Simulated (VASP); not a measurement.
# InSb (F-43m) in VASP: band structure with HSE06

Aim: the band structure of InSb with HSE06.

All numbers are computed with VASP 6.6.1; they aren't measurements. Logs are shortened: lines on timing, memory, paths and dates and some standing lists are left out, and cuts for length are marked.

**The experiment to reproduce.**

“Electronic Structure and Epitaxy of CdTe Shells on InSb Nanowires”, 2021, arxiv:2111.05126 quotes, for a bulk crystal of InSb: band gap 0.24 eV.

How close the calculation comes is told below.

**1. The structure**

The structure is cubic, space group F-43m (No. 216). The conventional cell has a = 6.478 Å, b = 6.478 Å, c = 6.478 Å, α = 90.00°, β = 90.00°, γ = 90.00°. In (site symmetry -43m) is surrounded by 4 Sb at 2.81 Å. Sb (site symmetry -43m) has 4 In at 2.81 Å as nearest neighbours.

**2. Band structure, HSE06**

POSCAR reads:

```
InSb
1.0
    0.0000000000      3.2391000000      3.2391000000
    3.2391000000      0.0000000000      3.2391000000
    3.2391000000      3.2391000000      0.0000000000
In Sb
1 1
Direct
    0.0000000000      0.0000000000      0.0000000000
    0.2500000000      0.2500000000      0.2500000000
```

INCAR.step1 reads:

```
PREC     = Accurate       # precision mode
ENCUT    = 520            # plane-wave cutoff, eV
EDIFF    = 1E-5           # SCF threshold, eV
ISMEAR   = 0              # smearing method
SIGMA    = 0.02           # smearing width, eV
LREAL    = F              # projectors in reciprocal space
LASPH    = T              # aspherical terms in the spheres
NELM     = 100            # most SCF steps
ALGO     = Normal         # electronic algorithm
ISIF     = 2              # what is computed and relaxed
LWAVE    = T              # write WAVECAR
LCHARG   = F              # write CHGCAR
NBANDS   = 16             # bands
GGA      = PE             # functional
```

INCAR.step2 reads:

```
PREC     = Accurate       # precision mode
ENCUT    = 520            # plane-wave cutoff, eV
EDIFF    = 1E-6           # SCF threshold, eV
ISMEAR   = 0              # smearing method
SIGMA    = 0.02           # smearing width, eV
LREAL    = F              # projectors in reciprocal space
LASPH    = T              # aspherical terms in the spheres
NELM     = 100            # most SCF steps
ALGO     = Normal         # electronic algorithm
ISIF     = 2              # what is computed and relaxed
LWAVE    = F              # write WAVECAR
LCHARG   = F              # write CHGCAR
GGA      = PE             # functional
LHFCALC  = T              # exact exchange
HFSCREEN = 0.2            # screening, 1/A
PRECFOCK = Fast         
NBANDS   = 16             # bands
ISTART   = 1
```

KPOINTS reads:

```
Automatic mesh
0
Gamma
  6 6 6
```

KPOINTS_OPT reads:

```
path GXWKGLUWLK,UX
12
line-mode
reciprocal
 0.0000000000  0.0000000000  0.0000000000  G
 0.5000000000  0.0000000000  0.5000000000  X

 0.5000000000  0.0000000000  0.5000000000  X
 0.5000000000  0.2500000000  0.7500000000  W

 0.5000000000  0.2500000000  0.7500000000  W
 0.3750000000  0.3750000000  0.7500000000  K

 0.3750000000  0.3750000000  0.7500000000  K
 0.0000000000  0.0000000000  0.0000000000  G

 0.0000000000  0.0000000000  0.0000000000  G
 0.5000000000  0.5000000000  0.5000000000  L

 0.5000000000  0.5000000000  0.5000000000  L
 0.6250000000  0.2500000000  0.6250000000  U

 0.6250000000  0.2500000000  0.6250000000  U
 0.5000000000  0.2500000000  0.7500000000  W

 0.5000000000  0.2500000000  0.7500000000  W
 0.5000000000  0.5000000000  0.5000000000  L

 0.5000000000  0.5000000000  0.5000000000  L
 0.3750000000  0.3750000000  0.7500000000  K

 0.6250000000  0.2500000000  0.6250000000  U
 0.5000000000  0.0000000000  0.5000000000  X
```

Potentials or basis: VASP PAW PBE potentials, release 64 (In_d, Sb).

Launch:

```bash
$ cat potpaw_PBE.64/In_d/POTCAR potpaw_PBE.64/Sb/POTCAR > POTCAR
$ cp INCAR.step1 INCAR
$ mpirun -np 1 vasp_std > vasp.out
$ cp INCAR.step2 INCAR
$ mpirun -np 1 vasp_std > vasp.out
```

OUTCAR:

```text
PREC = Accurate
   ENCUT = 520
   EDIFF = 1E-6
   ISMEAR = 0
   LREAL = F
   LASPH = T
   NELM = 100
   ISIF = 2
   GGA = PE
   LHFCALC = T
   HFSCREEN = 0.2
   PRECFOCK = Fast
   ISTART = 1

 ion  position               nearest neighbor table
   1  0.000  0.000  0.000-   2 2.81   2 2.81   2 2.81   2 2.81
   2  0.250  0.250  0.250-   1 2.81   1 2.81   1 2.81   1 2.81

  LATTYP: Found a face centered cubic cell.
 ALAT       =     6.4782000000

  Lattice vectors:

 A1 = (   0.0000000000,   3.2391000000,   3.2391000000)
 A2 = (   3.2391000000,   0.0000000000,   3.2391000000)
 A3 = (   3.2391000000,   3.2391000000,   0.0000000000)

Analysis of symmetry for initial positions (statically):
=====================================================================
 Subroutine PRICEL returns:
 Original cell was already a primitive cell.

 Routine SETGRP: Setting up the symmetry group for a
 face centered cubic supercell.

 Subroutine GETGRP returns: Found 24 space group operations
 (whereof 24 operations were pure point group operations)
 out of a pool of 48 trial point group operations.

The static configuration has the point symmetry T_d .

Analysis of symmetry for dynamics (positions and initial velocities):
=====================================================================
 Subroutine PRICEL returns:
 Original cell was already a primitive cell.

 Routine SETGRP: Setting up the symmetry group for a
 face centered cubic supercell.

 Subroutine GETGRP returns: Found 24 space group operations
 (whereof 24 operations were pure point group operations)
 out of a pool of 48 trial point group operations.

The dynamic configuration has the point symmetry T_d .

 Subroutine INISYM returns: Found 24 space group operations
 (whereof 24 operations are pure point group operations),
 and found     1 'primitive' translations

----------------------------------------------------------------------------------------

                                     Primitive cell

  volume of cell :      67.9678

  direct lattice vectors                    reciprocal lattice vectors
     0.000000000  3.239100000  3.239100000    -0.154363867  0.154363867  0.154363867
     3.239100000  0.000000000  3.239100000     0.154363867 -0.154363867  0.154363867
     3.239100000  3.239100000  0.000000000     0.154363867  0.154363867 -0.154363867

  length of vectors
     4.580779150  4.580779150  4.580779150     0.267366060  0.267366060  0.267366060

  position of ions in fractional coordinates (direct lattice)
     0.000000000  0.000000000  0.000000000
     0.250000000  0.250000000  0.250000000

  ion indices of the primitive-cell ions
   primitive index   ion index
                 1           1
                 2           2

----------------------------------------------------------------------------------------

 KPOINTS: Automatic mesh

Automatic generation of k-mesh.
 Grid dimensions read from file:
 generate k-points for:    6    6    6

 Generating k-lattice:

  Cartesian coordinates                     Fractional coordinates (reciprocal lattice)
    -0.025727311  0.025727311  0.025727311     0.166666667  0.000000000  0.000000000
     0.025727311 -0.025727311  0.025727311     0.000000000  0.166666667  0.000000000
     0.025727311  0.025727311 -0.025727311     0.000000000  0.000000000  0.166666667

  Length of vectors
     0.044561010  0.044561010  0.044561010

  Shift w.r.t. Gamma in fractional coordinates (k-lattice)
     0.000000000  0.000000000  0.000000000

 Subroutine IBZKPT returns following result:
 ===========================================

 Found     16 irreducible k-points:

 Following reciprocal coordinates:
            Coordinates               Weight
  0.000000  0.000000  0.000000      1.000000
  0.166667  0.000000  0.000000      8.000000
  0.333333  0.000000  0.000000      8.000000
  0.500000  0.000000  0.000000      4.000000
  0.166667  0.166667  0.000000      6.000000
  0.333333  0.166667  0.000000     24.000000
[... 8 lines left out ...]
 -0.333333  0.333333  0.166667     24.000000
 -0.333333  0.500000  0.166667     12.000000
   k-points           NKPTS =     16   k-points in BZ     NKDIM =    216   number of bands    NBANDS=     16
   number of dos      NEDOS =    301   number of ions     NIONS =      2
   total plane-waves  NPLWV =  46656
   dimension x,y,z NGX =    36 NGY =   36 NGZ =   36
   dimension x,y,z NGXF=    72 NGYF=   72 NGZF=   72
   ions per type =               1   1
   NGX,Y,Z   is equivalent  to a cutoff of  13.07, 13.07, 13.07 a.u.
   NGXF,Y,Z  is equivalent  to a cutoff of  26.13, 26.13, 26.13 a.u.
 SYSTEM =  unknown system
   PREC   = accura    normal or accurate (medium, high low for compatibility)
   ISTART =      1    job   : 0-new  1-cont  2-samecut
   ICHARG =      0    charge: 1-file 2-atom 10-const
   ISPIN  =      1    spin polarized calculation?
   LNONCOLLINEAR =      F non collinear calculations
   LSORBIT =      F    spin-orbit coupling
   LASPH  =      T    aspherical Exc in radial PAW
   ENCUT  =  520.0 eV  38.22 Ry    6.18 a.u.   8.52  8.52  8.52*2*pi/ulx,y,z
   NELM   =    100;   NELMIN=  2; NELMDL=  0     # of ELM steps
   EDIFF  = 0.1E-05   stopping-criterion for ELM
   LREAL  =      F    real-space projection
   EDIFFG = 0.1E-04   stopping-criterion for IOM
   NSW    =      0    number of steps for IOM
   IBRION =     -1    ionic relax: 0-MD 1-quasi-New 2-CG
   NFREE  =      0    steps in history (QN), initial steepest desc. (CG)
   ISIF   =      2    stress and relaxation
   ISYM   =      3    0-nonsym 1-usesym 2-fastsym
   POTIM  = 0.5000    time-step for ionic-motion
   TEBEG  =    0.0;   TEEND  =   0.0 temperature during run
   PSTRESS=    0.0 pullay stress
   NELECT =      18.0000    total number of electrons
   NUPDOWN=      -1.0000    fix difference up-down
   EMIN   =  10.00;   EMAX   =-10.00  energy-range for DOS
   EFERMI =   0.00;   METHOD = LEGACY
   ISMEAR =     0;   SIGMA  =   0.02  broadening in eV -4-tet -1-fermi 0-gaus
   EFERMI_NEDOS =   21; number of points for ismear=-14 and -15
   IALGO  =     38    algorithm
   IMIX   =      1    mixing-type and parameters
     AMIX     =   0.40;   BMIX     =  1.00
     AMIX_MAG =   1.60;   BMIX_MAG =  1.00
  volume/ion in A,a.u.               =      33.98       229.33
  Fermi-wavevector in a.u.,A,eV,Ry     =   1.051311  1.986690 15.037912  1.105255
  Thomas-Fermi vector in A             =   2.186349
   LORBIT       =      0    0 simple, 1 ext, 2 COOP (PROOUT), +10 PAW based schemes
   GGA     = PE    functional components
   LHFCALC =     T    Hartree Fock is set to
   PRECFOCK=fast      Normal, Fast or Accurate (Low or Medium for compatibility)
   ENCUT4O =  -1.0   cutoff for four orbital integrals eV
   NKREDX  =     1    reduce k-point grid by
   NKREDY  =     1    reduce k-point grid by
   NKREDZ  =     1    reduce k-point grid by
   AEXX    =    0.2500 exact exchange contribution
   HFSCREEN=    0.2000 screening length (either q_TF or 0.3 A-1)
   HFSCREENC=   0.2000 screening length for correlation (either q_TF or 0.3 A-1)
   ENCUTFOCK=  -1.0 apply spherical cutoff to Coloumb kernel
   IVDW    =     0    specifies the selected vdW correction
   LEPSILON=     F    determine dielectric tensor
   LRPA    =     F    only Hartree local field effects (RPA)
 non-spin polarized calculation
 Gauss-broadening in eV      SIGMA  =   0.02
  energy-cutoff  :      520.00
  volume of cell :       67.97
 maximum number of plane-waves:      1853
 NGX is ok and might be reduce to    36
  NGX = 20; NGY = 20; NGZ = 20

 number of electron      17.9999993 magnetization

 Free energy of the ion-electron system (eV)
  ---------------------------------------------------
  ext. energy  EPLUGINS =         0.00000000
  ---------------------------------------------------
  free energy    TOTEN  =        -8.47633374 eV

  energy without entropy =       -8.47633374  energy(sigma->0) =       -8.47633374

 E-fermi :   4.8222     XC(G=0):  -7.2532

 val. band max:        4.7058715495   @ k =   0.0000   0.0000   0.0000
 cond. band min:       5.2423662764   @ k =   0.0000   0.0000   0.0000
 fundamental gap:      0.5364947269
 Fermi energy:         4.8221739160

 k-point     1 :       0.0000    0.0000    0.0000
  band No.  band energies     occupation
      1     -11.6811      2.00000
      2     -11.6811      2.00000
      3     -11.6811      2.00000
      4     -11.5895      2.00000
      5     -11.5895      2.00000
      6      -7.0388      2.00000
[... 8 lines left out ...]
     15      13.8363      0.00000
     16      13.8363      0.00000

 k-point     2 :       0.1667    0.0000    0.0000
  band No.  band energies     occupation
      1     -11.6914      2.00000
      2     -11.6755      2.00000
      3     -11.6755      2.00000
      4     -11.5899      2.00000
      5     -11.5899      2.00000
      6      -6.7640      2.00000
[... 8 lines left out ...]
     15      12.8323      0.00000
     16      12.8323      0.00000

 k-point     3 :       0.3333    0.0000    0.0000
  band No.  band energies     occupation
      1     -11.7118      2.00000
      2     -11.6657      2.00000
      3     -11.6657      2.00000
      4     -11.5892      2.00000
      5     -11.5892      2.00000
      6      -6.0481      2.00000
[... 8 lines left out ...]
     15      13.3044      0.00000
     16      13.3044      0.00000

 k-point     4 :       0.5000    0.0000    0.0000
  band No.  band energies     occupation
      1     -11.7219      2.00000
      2     -11.6616      2.00000
      3     -11.6615      2.00000
      4     -11.5881      2.00000
      5     -11.5881      2.00000
      6      -5.5177      2.00000
[... 8 lines left out ...]
     15      14.9015      0.00000
     16      14.9015      0.00000
[... 172 lines left out ...]
 k-point    14 :       0.5000    0.3333    0.1667
  band No.  band energies     occupation
      1     -11.7320      2.00000
      2     -11.6544      2.00000
      3     -11.6490      2.00000
      4     -11.5979      2.00000
      5     -11.5859      2.00000
      6      -5.4592      2.00000
[... 8 lines left out ...]
     15      14.5464      0.00000
     16      16.0079      0.00000

 k-point    15 :      -0.3333    0.3333    0.1667
  band No.  band energies     occupation
      1     -11.7367      2.00000
      2     -11.6531      2.00000
      3     -11.6443      2.00000
      4     -11.5964      2.00000
      5     -11.5878      2.00000
      6      -5.0165      2.00000
[... 8 lines left out ...]
     15      15.3372      0.00000
     16      15.8090      0.00000

 k-point    16 :      -0.3333    0.5000    0.1667
  band No.  band energies     occupation
      1     -11.7453      2.00000
      2     -11.6465      2.00000
      3     -11.6380      2.00000
      4     -11.6020      2.00000
      5     -11.5851      2.00000
      6      -4.8012      2.00000
[... 8 lines left out ...]
     15      15.5244      0.00000
     16      16.2519      0.00000

------------------------ aborting loop because EDIFF is reached ----------------------------------------

  FORCE on cell =-STRESS in cart. coord.  units (eV):
  Direction    XX          YY          ZZ          XY          YZ          ZX
  --------------------------------------------------------------------------------------
  -------------------------------------------------------------------------------------
  Total        0.4223595      0.4223595      0.4223595     -0.0000000      0.0000000      0.0000000
  in kB        9.9561127      9.9561127      9.9561127     -0.0000000      0.0000000      0.0000000
  external PRESSURE =       9.9561127 kB  Pullay stress =       0.0000000 kB

 VOLUME and BASIS-vectors are now :
 -----------------------------------------------------------------------------
  energy-cutoff  :      520.00
  volume of cell :       67.97
      direct lattice vectors                 reciprocal lattice vectors
     0.000000000  3.239100000  3.239100000    -0.154363867  0.154363867  0.154363867
     3.239100000  0.000000000  3.239100000     0.154363867 -0.154363867  0.154363867
     3.239100000  3.239100000  0.000000000     0.154363867  0.154363867 -0.154363867

 POSITION                                       TOTAL-FORCE (eV/Angst)
 -----------------------------------------------------------------------------------
      0.00000      0.00000      0.00000         0.000000      0.000000      0.000000
      1.61955      1.61955      1.61955        -0.000000     -0.000000     -0.000000
 -----------------------------------------------------------------------------------
    total drift:                               -0.000003     -0.000005     -0.000002

  FREE ENERGIE OF THE ION-ELECTRON SYSTEM (eV)
  ---------------------------------------------------
  free  energy   TOTEN  =        -8.4763337432 eV

  energy  without entropy=       -8.4763337432  energy(sigma->0) =       -8.47633374
```

Run time: 1.8 h. Hardware: 1 thread of Intel Xeon 6975P-C (Granite Rapids), shared host; peak memory 0.44 GiB.

What came out:

- Free energy: -8.4763 eV
- Pressure: 1.0 GPa
- Band gap on the k mesh: 0.54 eV, direct
- Band gap along the path: 0.54 eV, direct

Levels at the corners of the path, in eV from the valence-band top:
```csv
point,band 5,band 6,band 7,band 8,band 9,band 10,band 11,band 12,band 13,band 14
Γ,-16.30,-11.74,0.00,0.00,0.00,0.54,3.66,3.66,3.66,6.59
X,-16.29,-9.54,-6.41,-2.46,-2.46,1.91,1.92,9.30,9.30,9.89
X,-16.29,-9.54,-6.41,-2.46,-2.46,1.91,1.92,9.30,9.30,9.89
W,-16.29,-9.50,-6.27,-3.10,-2.94,4.34,4.65,5.08,5.67,10.15
W,-16.29,-9.50,-6.27,-3.10,-2.94,4.34,4.65,5.08,5.67,10.15
K,-16.29,-9.58,-6.25,-3.38,-2.08,2.23,4.46,7.23,7.40,7.94
K,-16.29,-9.58,-6.25,-3.38,-2.08,2.23,4.46,7.23,7.40,7.94
Γ,-16.30,-11.74,0.00,0.00,0.00,0.54,3.66,3.66,3.66,6.59
Γ,-16.30,-11.74,0.00,0.00,0.00,0.54,3.66,3.66,3.66,6.59
L,-16.29,-10.22,-6.09,-1.09,-1.09,1.18,4.54,4.54,6.89,9.30
L,-16.29,-10.22,-6.09,-1.09,-1.09,1.18,4.54,4.54,6.89,9.30
U,-16.29,-9.58,-6.25,-3.38,-2.08,2.23,4.46,7.23,7.40,7.94
U,-16.29,-9.58,-6.25,-3.38,-2.08,2.23,4.46,7.23,7.40,7.94
W,-16.29,-9.50,-6.27,-3.10,-2.94,4.34,4.65,5.08,5.67,10.15
W,-16.29,-9.50,-6.27,-3.10,-2.94,4.34,4.65,5.08,5.67,10.15
L,-16.29,-10.22,-6.09,-1.09,-1.09,1.18,4.54,4.54,6.89,9.30
L,-16.29,-10.22,-6.09,-1.09,-1.09,1.18,4.54,4.54,6.89,9.30
K,-16.29,-9.58,-6.25,-3.38,-2.08,2.23,4.46,7.23,7.40,7.94
U,-16.29,-9.58,-6.25,-3.38,-2.08,2.23,4.46,7.23,7.40,7.94
X,-16.29,-9.54,-6.41,-2.46,-2.46,1.91,1.92,9.30,9.30,9.89
```

Caveat: the PAW data sets were made with another functional, which shifts forces and pressure a little; spin-orbit coupling is left out, which moves the levels of the heavy elements.

**3. How close it comes**

Step 2. A measured gap of InSb is 0.24 eV (quoted in “Electronic Structure and Epitaxy of CdTe Shells on InSb Nanowires”, 2021, arxiv:2111.05126); the calculated 0.54 eV misses it by +0.30 eV. Spin-orbit coupling on In, Sb is left out. The value is that of HSE06, without temperature or zero-point motion.
